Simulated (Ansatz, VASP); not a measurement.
# Two plane-wave programs on SnSe

The input INCAR:

```
SYSTEM = SnSe
PREC = Accurate ; ENCUT = 520
EDIFF = 1E-6 ; ISMEAR = 0
SIGMA = 0.05 ; LREAL = .FALSE.
LASPH = .TRUE. ; NELM = 60
ALGO = Normal ; ISIF = 2
LWAVE = .FALSE. ; LCHARG = .FALSE.
NBANDS = 17
```

File KPOINTS:

```
regular mesh
0
G
  8 8 8
  0 0 0
```

The input POSCAR:

```
SnSe
1.0
    0.0000000000      3.0100000000      3.0100000000
    3.0100000000      0.0000000000      3.0100000000
    3.0100000000      3.0100000000      0.0000000000
Sn Se
1 1
Direct
    0.0000000000      0.0000000000      0.0000000000
    0.4937707641      0.4937707641      0.5062292359
```

Input for Ansatz:

```yaml
crystal:
  lattice:
    - [0.0, 3.01, 3.01]
    - [3.01, 0.0, 3.01]
    - [3.01, 3.01, 0.0]
  atoms:
    - { symbol: Sn, position: [0.0, 0.0, 0.0] }
    - { symbol: Se, position: [0.4937707641, 0.4937707641, 0.5062292359] }
basis:
  ecutwfc: 420
kpoints:
  mp_grid: { grid: [8, 8, 8] }
hamiltonian:
  xc: lda
scf:
  occupations: { method: gaussian, width: 0.05 }
output:
  forces: true
  stress: true
  eigenvalues: true
```

Change from the starting cell: all Se atoms moved +0.037 Å, as atom 2 towards its neighbour atom 1 (Sn) at 3.010 Å.

Alike in both runs: task single point; functional LDA; k mesh 8 × 8 × 8; occupations gaussian, width 0.05 eV; no spin polarisation.

|  | VASP | Ansatz |
| --- | --- | --- |
| version | VASP 6.6.1 | Ansatz 0.2.0 |
| potentials or method | VASP PAW LDA potentials, release 64 (Sn_d, Se) | scalar-relativistic, plane waves, PAW |
| plane-wave cutoff (eV) | 520 | 420 |
| valence electrons in the cell | 20 | 30 |

|  | VASP | Ansatz | Ansatz less VASP |
| --- | --- | --- | --- |
| gap on the k mesh at the Fermi level (eV) | 0.64 | 0.62 | -0.018 |
| least direct gap on the mesh (eV) | 0.64 | 0.62 | -0.018 |
| pressure (GPa) | -3.2 | -3.3 | -0.10 |
| rms of the force components (eV/Å) | 0.005 | 0.006 | +0.0012 |

Atom by atom the forces differ by 0.001 eV/Å (rms over components). The two sets of potentials don't hold the same shells in valence.

Caveats: spin-orbit coupling is left out, which moves the levels of the heavy elements. A k mesh can miss the band edges.
